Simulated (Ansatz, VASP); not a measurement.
## One calculation of W, two programs

```
CELL_PARAMETERS angstrom
-2.53885 2.53885 1.34615
2.53885 -2.53885 1.34615
2.53885 2.53885 -1.34615
ATOMIC_POSITIONS crystal
W 0.00000 0.00000 0.00000
W 0.75000 0.25000 0.50000
```

Alike in both runs: functional r2SCAN; k mesh 8 × 8 × 8; occupations gaussian, width 0.1 eV; no spin polarisation.

Ansatz relaxed the structure, and its values are those at the end. VASP's run is a single point on that final structure, the one shown.

```csv
,VASP,Ansatz
version,VASP 6.6.1,Ansatz 0.2.0
potentials or method,"VASP PAW PBE potentials, release 64 (W_sv)","scalar-relativistic, plane waves, PAW"
plane-wave cutoff (eV),520,500
valence electrons in the cell,28,28
```

```tsv
	VASP	Ansatz	Ansatz less VASP
gap on the k mesh at the Fermi level (eV)	none	none	-
pressure (GPa)	1.3	0.1	-1.21
```

A gap of «none» marks a metal or a gap that the smearing closes.

Caveats: the PAW data sets were made with another functional, which shifts forces and pressure a little (VASP). The runs have no spin-orbit coupling, so splittings on W are missing.
